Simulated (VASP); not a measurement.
Here is a VASP 6.6.1 calculation.

Contents of INCAR:

```
SYSTEM = BeS
PREC = Accurate
ENCUT = 520
EDIFF = 1E-7
ISMEAR = 0
SIGMA = 0.02
LREAL = .FALSE.
LASPH = .TRUE.
NELM = 100
ALGO = Normal
ISIF = 2
LWAVE = .FALSE.
LCHARG = .TRUE.
GGA = PE
IVDW = 12
LVHAR = .TRUE.
```

Contents of KPOINTS:

```
Automatic mesh
0
G
  10 10 10
  0 0 0
```

POSCAR

```
BeS                                     
1.0
    0.0000000000      2.4082272697      2.4082272697
    2.4082272697      0.0000000000      2.4082272697
    2.4082272697      2.4082272697     -0.0000000000
  Be              S             
     1     1
Direct
     0.0000000000000000    0.0000000000000000    0.0000000000000000
     0.2500000000000000    0.2500000000000000    0.2500000000000000
```

Potentials or basis: VASP PAW PBE potentials, release 64 (Be, S).

Launch:

```bash
$ cat potpaw_PBE.64/Be/POTCAR potpaw_PBE.64/S/POTCAR > POTCAR
$ mpirun -np 1 vasp_std > vasp.out
```

Predict the dispersion energy per atom.

-0.308 eV.

Predict the band gap on the k mesh.

3.06 eV, indirect (least direct gap 5.66 eV).

Estimate the pressure.

0.0 GPa.

A k mesh can miss the band edges.
